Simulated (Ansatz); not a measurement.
Born–Oppenheimer molecular dynamics of a periodic cell of 20 atoms, Al2O3 (start crystal Al2O3, start structure R-3c, volume 1.15 times the crystal's). It starts from an unrelaxed structure (largest force component 0.39 eV/Å).

All numbers below come from Ansatz, DFT PBE, scalar-relativistic, plane waves, PAW. Settings: PAW set soft_1, cutoff 420 eV, k mesh 3x3x3, fermi-dirac smearing 0.36 eV, no spin polarisation.

| Property | Result |
| --- | --- |
| ensemble | NVT, Langevin thermostat |
| time step | 0.75 fs |
| steps asked | 230 |
| set temperature | 4200 K |
| friction | 0.02 /fs |
| seed | 258203 |

Frames 7.5 fs apart, positions in Å.

Velocities at 67.5 fs (Å/ps):

```
Al 28.64 22.47 12.63
Al -6.77 13.71 -12.97
Al 17.43 -7.76 -0.64
Al 23.37 9.75 -16.96
O 5.25 2.62 -13.99
O 30.71 -13.39 18.28
O 31.81 -13.15 35.95
O 10.68 -3.67 12.82
O 2.36 9.71 -22.90
O -13.88 -16.90 19.03
Al -7.59 4.79 23.63
Al -7.51 -3.10 -20.83
Al -2.29 15.23 13.57
Al 7.03 -5.14 5.47
O 18.11 1.51 -7.93
O -0.06 -26.84 8.07
O 26.21 -2.54 -12.40
O -24.22 4.37 0.81
O 18.16 -5.44 15.91
O 2.07 -8.61 -30.63
```

```xyz
20
Lattice="-2.4885 -1.4367 9.0592 2.4885 -1.4367 9.0592 0.0000 2.8735 9.0592" Properties=species:S:1:pos:R:3 time_fs=67.5 energy_less_start_eV=8.474 T=5886
Al 0.467 -0.109 8.900
Al 0.230 -0.301 11.687
Al 0.505 -0.057 4.847
Al 0.481 -0.208 1.714
O -0.577 -1.564 14.814
O -0.760 1.462 14.723
O 2.133 -0.108 14.766
O 1.118 -1.306 16.738
O -1.405 0.288 17.114
O 1.123 1.209 16.932
Al 0.325 -0.046 22.550
Al 0.315 -0.132 25.314
Al 0.604 -0.264 18.106
Al 0.487 0.189 15.427
O -0.541 1.385 10.113
O 2.003 0.266 10.044
O -0.511 -0.730 10.310
O 1.070 1.617 12.446
O 1.090 -1.470 12.925
O -1.669 -0.240 12.493
20
Lattice="-2.4885 -1.4367 9.0592 2.4885 -1.4367 9.0592 0.0000 2.8735 9.0592" Properties=species:S:1:pos:R:3 time_fs=75 energy_less_start_eV=7.730 T=5784
Al 0.661 0.055 8.986
Al 0.253 -0.130 11.719
Al 0.553 -0.086 4.786
Al 0.651 -0.117 1.653
O -0.510 -1.576 14.737
O -0.495 1.390 14.880
O 2.332 -0.153 15.031
O 1.154 -1.338 16.892
O -1.330 0.178 17.058
O 0.989 1.134 17.069
Al 0.333 -0.036 22.698
Al 0.245 -0.134 25.117
Al 0.570 -0.176 18.181
Al 0.545 0.129 15.525
O -0.398 1.482 10.068
O 2.010 0.072 10.100
O -0.355 -0.824 10.190
O 0.884 1.617 12.416
O 1.208 -1.467 13.004
O -1.562 -0.283 12.287
20
Lattice="-2.4885 -1.4367 9.0592 2.4885 -1.4367 9.0592 0.0000 2.8735 9.0592" Properties=species:S:1:pos:R:3 time_fs=82.5 energy_less_start_eV=10.270 T=3762
Al 0.795 0.182 9.001
Al 0.302 0.029 11.851
Al 0.452 -0.152 4.688
Al 0.745 0.017 1.646
O -0.422 -1.660 14.681
O -0.294 1.238 14.922
O 2.473 -0.138 15.130
O 1.065 -1.418 17.012
O -1.266 0.033 17.092
O 0.905 1.139 17.211
Al 0.455 -0.024 22.736
Al 0.232 -0.100 24.996
Al 0.540 -0.150 18.224
Al 0.596 -0.005 15.681
O -0.251 1.559 10.057
O 2.077 -0.121 10.116
O -0.193 -0.985 10.130
O 0.696 1.581 12.256
O 1.346 -1.418 12.925
O -1.437 -0.237 12.197
20
Lattice="-2.4885 -1.4367 9.0592 2.4885 -1.4367 9.0592 0.0000 2.8735 9.0592" Properties=species:S:1:pos:R:3 time_fs=90 energy_less_start_eV=10.703 T=3431
Al 0.802 0.242 9.020
Al 0.374 0.067 12.003
Al 0.351 -0.261 4.603
Al 0.780 0.118 1.694
O -0.405 -1.800 14.697
O -0.224 1.097 14.783
O 2.499 -0.098 15.085
O 0.954 -1.529 17.070
O -1.179 -0.027 17.046
O 0.914 1.205 17.206
Al 0.605 0.020 22.668
Al 0.288 -0.035 25.025
Al 0.527 -0.153 18.311
Al 0.658 -0.142 15.842
O -0.130 1.600 10.019
O 2.160 -0.220 10.101
O -0.069 -1.141 10.074
O 0.695 1.619 12.114
O 1.419 -1.344 12.868
O -1.332 -0.139 12.266
20
Lattice="-2.4885 -1.4367 9.0592 2.4885 -1.4367 9.0592 0.0000 2.8735 9.0592" Properties=species:S:1:pos:R:3 time_fs=97.5 energy_less_start_eV=9.082 T=3127
Al 0.780 0.233 9.081
Al 0.447 -0.017 12.121
Al 0.374 -0.359 4.572
Al 0.802 0.199 1.755
O -0.432 -1.927 14.758
O -0.223 1.031 14.539
O 2.557 -0.117 14.946
O 0.885 -1.571 16.984
O -1.045 -0.045 16.961
O 1.065 1.234 17.057
Al 0.739 0.051 22.576
Al 0.345 -0.034 25.200
Al 0.538 -0.070 18.446
Al 0.639 -0.247 15.939
O -0.143 1.583 9.956
O 2.124 -0.266 10.121
O -0.033 -1.311 10.087
O 0.773 1.709 12.062
O 1.361 -1.241 12.752
O -1.320 -0.093 12.411
20
Lattice="-2.4885 -1.4367 9.0592 2.4885 -1.4367 9.0592 0.0000 2.8735 9.0592" Properties=species:S:1:pos:R:3 time_fs=105 energy_less_start_eV=9.136 T=3388
Al 0.735 0.170 9.122
Al 0.422 -0.054 12.182
Al 0.469 -0.411 4.598
Al 0.750 0.212 1.793
O -0.467 -2.050 14.794
O -0.191 1.008 14.314
O 2.545 -0.249 14.747
O 0.900 -1.516 17.038
O -0.944 -0.040 16.895
O 1.256 1.250 16.875
Al 0.787 0.078 22.586
Al 0.358 -0.040 25.323
Al 0.583 0.022 18.594
Al 0.561 -0.233 15.950
O -0.191 1.488 9.941
O 2.099 -0.105 10.188
O -0.036 -1.411 10.134
O 0.906 1.707 12.007
O 1.328 -1.272 12.691
O -1.295 -0.086 12.584
20
Lattice="-2.4885 -1.4367 9.0592 2.4885 -1.4367 9.0592 0.0000 2.8735 9.0592" Properties=species:S:1:pos:R:3 time_fs=112.5 energy_less_start_eV=9.005 T=3868
Al 0.674 0.042 9.156
Al 0.366 -0.021 12.215
Al 0.598 -0.346 4.632
Al 0.635 0.228 1.852
O -0.421 -2.140 14.796
O -0.191 0.949 14.185
O 2.513 -0.398 14.577
O 1.012 -1.415 17.179
O -0.956 0.004 16.864
O 1.333 1.177 16.768
Al 0.781 0.041 22.597
Al 0.396 -0.033 25.399
Al 0.621 0.072 18.716
Al 0.478 -0.142 15.857
O -0.138 1.353 9.901
O 2.130 0.184 10.341
O -0.130 -1.372 10.216
O 1.018 1.587 12.006
O 1.295 -1.502 12.705
O -1.264 -0.190 12.614
20
Lattice="-2.4885 -1.4367 9.0592 2.4885 -1.4367 9.0592 0.0000 2.8735 9.0592" Properties=species:S:1:pos:R:3 time_fs=120 energy_less_start_eV=9.150 T=3500
Al 0.618 -0.044 9.072
Al 0.394 -0.011 12.279
Al 0.702 -0.294 4.666
Al 0.478 0.147 1.965
O -0.330 -2.091 14.729
O -0.070 0.894 14.168
O 2.484 -0.454 14.548
O 1.162 -1.302 17.283
O -1.016 0.085 16.906
O 1.344 1.101 16.817
Al 0.732 -0.079 22.618
Al 0.462 -0.002 25.430
Al 0.652 0.116 18.784
Al 0.436 -0.075 15.677
O -0.078 1.352 9.948
O 2.175 0.339 10.545
O -0.185 -1.264 10.255
O 1.180 1.467 12.008
O 1.275 -1.673 12.672
O -1.381 -0.345 12.458
20
Lattice="-2.4885 -1.4367 9.0592 2.4885 -1.4367 9.0592 0.0000 2.8735 9.0592" Properties=species:S:1:pos:R:3 time_fs=127.5 energy_less_start_eV=10.479 T=3521
Al 0.521 -0.144 8.937
Al 0.420 -0.085 12.346
Al 0.782 -0.303 4.627
Al 0.375 -0.017 2.018
O -0.207 -1.981 14.654
O 0.070 0.864 14.216
O 2.446 -0.377 14.624
O 1.350 -1.193 17.293
O -1.072 0.187 16.795
O 1.322 1.114 16.936
Al 0.683 -0.226 22.706
Al 0.513 0.022 25.481
Al 0.649 0.111 18.799
Al 0.487 0.001 15.465
O -0.063 1.406 10.043
O 2.264 0.356 10.539
O -0.182 -1.151 10.319
O 1.321 1.486 12.072
O 1.296 -1.711 12.611
O -1.422 -0.459 12.341
20
Lattice="-2.4885 -1.4367 9.0592 2.4885 -1.4367 9.0592 0.0000 2.8735 9.0592" Properties=species:S:1:pos:R:3 time_fs=135 energy_less_start_eV=10.159 T=4356
Al 0.387 -0.237 8.840
Al 0.360 -0.129 12.396
Al 0.853 -0.367 4.546
Al 0.330 -0.218 2.012
O -0.050 -1.956 14.677
O 0.001 0.931 14.167
O 2.356 -0.199 14.728
O 1.520 -1.209 17.219
O -1.052 0.102 16.570
O 1.248 1.238 17.055
Al 0.645 -0.396 22.741
Al 0.578 0.081 25.559
Al 0.660 0.086 18.782
Al 0.606 0.035 15.421
O -0.096 1.545 10.094
O 2.340 0.239 10.389
O -0.110 -1.104 10.358
O 1.385 1.546 12.233
O 1.373 -1.597 12.574
O -1.429 -0.449 12.368
20
Lattice="-2.4885 -1.4367 9.0592 2.4885 -1.4367 9.0592 0.0000 2.8735 9.0592" Properties=species:S:1:pos:R:3 time_fs=142.5 energy_less_start_eV=11.678 T=3764
Al 0.396 -0.322 8.830
Al 0.305 -0.169 12.427
Al 0.916 -0.438 4.499
Al 0.314 -0.323 2.070
O 0.091 -1.917 14.723
O -0.085 1.004 14.068
O 2.225 -0.083 14.775
O 1.556 -1.252 17.025
O -0.914 -0.038 16.354
O 1.247 1.427 17.122
Al 0.616 -0.577 22.715
Al 0.601 0.152 25.630
Al 0.684 0.116 18.768
Al 0.737 0.028 15.496
O -0.189 1.562 10.037
O 2.350 0.045 10.203
O 0.021 -1.215 10.274
O 1.375 1.466 12.466
O 1.532 -1.541 12.544
O -1.350 -0.317 12.467
```

Of the whole run (172 fs, mean temperature of the second half 3964 K): A run of 0.17 ps of so small a system gives no equilibrium averages. Limits of this set-up: coarse k mesh.

Run time: 21 min on 2 threads of Arm Neoverse V2 (shared host), peak memory 0.8 GiB.
